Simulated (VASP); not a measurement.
# TiO₂, energy difference of two geometries: which settings are enough?

TiO₂, P4_2/mnm (no. 136), 6 atoms in the cell. LDA, energy difference of two geometries; PAW potentials Ti_sv, O (LDA set). VASP 6.6.1.

Wanted: energy difference within 0.5 meV/atom.

What the run is for: energy difference; Accuracy asked: standard; Second geometry: last atom moved by 0.05 A along z, cell strained by -1.0% along z.

The series start from Plane-wave cutoff (eV): 520; k-point mesh: 5 × 5 × 8; Precision mode (PREC): Accurate; Electronic threshold (eV): 1e-6; Aspherical gradient terms in the spheres (LASPH): yes; Electronic algorithm: ALGO=Normal. Each series keeps the choices made before it, and each single choice may use up half of a tolerance. Times cover all steps of a run.

## Plane-wave cutoff (eV)

| Plane-wave cutoff (eV) | Energy difference (meV/atom) | Time (s) |
|---|---|---|
| 320 | -3.76 | 12 |
| 400 | -3.04 | 17 |
| 460 | -2.86 | 18 |
| 520 | -2.86 | 34 |
| 600 | -2.90 | 32 |
| 700 | -2.93 | 40 |
| 840 (reference) | -2.94 | 54 |

Chosen: 400, the loosest value from which every tighter one stays within half of the tolerance.

## k-point mesh

| k-point mesh | Energy difference (meV/atom) | Time (s) |
|---|---|---|
| 2 × 2 × 3 | -2.93 | 4.5 |
| 3 × 3 × 4 | -3.37 | 7.7 |
| 3 × 3 × 5 | -3.61 | 7.2 |
| 4 × 4 × 6 | -2.98 | 12 |
| 5 × 5 × 8 | -3.04 | 17 |
| 6 × 6 × 9 | -3.06 | 23 |
| 8 × 8 × 12 | -3.00 | 45 |
| 10 × 10 × 15 (reference) | -2.96 | 68 |

Chosen: 4 × 4 × 6.

## Precision mode (PREC)

| Precision mode (PREC) | Energy difference (meV/atom) | Time (s) |
|---|---|---|
| Low | -2.72 | 5.8 |
| SingleN | -2.39 | 5.7 |
| Normal | -2.81 | 6.1 |
| Accurate (reference) | -2.98 | 12 |

Chosen: Normal.

## Electronic threshold (eV)

| Electronic threshold (eV) | Energy difference (meV/atom) | Time (s) |
|---|---|---|
| 0.001 | -2.80 | 4.9 |
| 0.0001 | -2.81 | 5.1 |
| 1e-5 | -2.80 | 5.9 |
| 1e-6 | -2.81 | 6.1 |
| 1e-7 | -2.81 | 6.3 |
| 1e-8 (reference) | -2.81 | 6.8 |

Chosen: 0.001.

## Aspherical gradient terms in the spheres (LASPH)

| Aspherical gradient terms in the spheres (LASPH) | Energy difference (meV/atom) | Time (s) |
|---|---|---|
| no | -2.80 | 4.5 |
| yes (reference) | -2.80 | 4.9 |

Chosen: no.

## Electronic algorithm

| Electronic algorithm | Energy difference (meV/atom) | Time (s) |
|---|---|---|
| ALGO=Normal | -2.80 | 4.5 |
| ALGO=Fast | -2.80 | 5.2 |
| ALGO=VeryFast | -2.77 | 6.4 |
| ALGO=All ISEARCH=1 | -2.84 | 5.8 |
| ALGO=All ISEARCH=0 | -2.84 | 5.3 |
| ALGO=Damped TIME=0.4 | -2.86 | 4.9 |
| ALGO=Damped TIME=0.1 | -2.68 | 7.4 |

Chosen: ALGO=Normal; no other choice that stays within half of the tolerance saves 30 % of the time.

## All choices together

| Input | Energy difference (meV/atom) | Time (s) |
|---|---|---|
| the program's defaults (naive) | -3.43 | 4.5 |
| chosen settings | -2.80 | 4.5 |
| reference settings throughout | -2.94 | 209 |

The tolerance is met.

## The input

INCAR:
```
GGA = CA ; ISMEAR = 0
SIGMA = 0.03 ; LWAVE = F
LCHARG = F ; ISIF = 2
PREC = Normal ; LASPH = F
LREAL = F ; ALGO = Normal
EDIFF = 0.001 ; NELM = 120
GGA_COMPAT = F ; ENCUT = 400
EFERMI = MIDGAP ; KPAR = 8
```

KPOINTS:
```
Automatic mesh
0
Gamma
  4 4 6
  0 0 0
```

POSCAR.step1:
```
TiO2
1.0
    4.5998373239      0.0000000000      0.0000000000
    0.0000000000      4.5998373239      0.0000000000
    0.0000000000      0.0000000000      2.9592135600
Ti O
2 4
Direct
    0.0000000000      0.0000000000      0.5000000000
    0.5000000000      0.5000000000      0.0000000000
    0.3043213200      0.3043213200      0.5000000000
    0.1956786800      0.8043213200      0.0000000000
    0.8043213200      0.1956786800      0.0000000000
    0.6956786800      0.6956786800      0.5000000000
```

POSCAR.step2:
```
TiO2
1.0
    4.5998373239      0.0000000000      0.0000000000
    0.0000000000      4.5998373239      0.0000000000
    0.0000000000      0.0000000000      2.9296214244
Ti O
2 4
Direct
    0.0000000000      0.0000000000      0.5000000000
    0.5000000000      0.5000000000      0.0000000000
    0.3043213200      0.3043213200      0.5000000000
    0.1956786800      0.8043213200      0.0000000000
    0.8043213200      0.1956786800      0.0000000000
    0.6956786800      0.6956786800      0.5168963800
```

Commands (each step's output is kept before the next begins):
```
cat potpaw_LDA.64/Ti_sv/POTCAR potpaw_LDA.64/O/POTCAR > POTCAR
cp POSCAR.step1 POSCAR
mpirun -np 8 vasp_std > vasp.out
cp POSCAR.step2 POSCAR
mpirun -np 8 vasp_std > vasp.out
```

The naive input happens to agree within the tolerance here, in 4.5 s.

The chosen input took VASP 6.6.1 4.5 s on 8 cores (Intel Xeon Platinum 8488C (Sapphire Rapids)), a shared host.

## An input that fails: smearing far too wide

It runs to its end, but against the unchanged starting input it is off by 1.26 meV/atom in the energy difference.

Changes against the starting input:
```
(all steps)
- SIGMA = 0.03
- NELM = 120
+ SIGMA = 2.0
+ NELM = 88
```
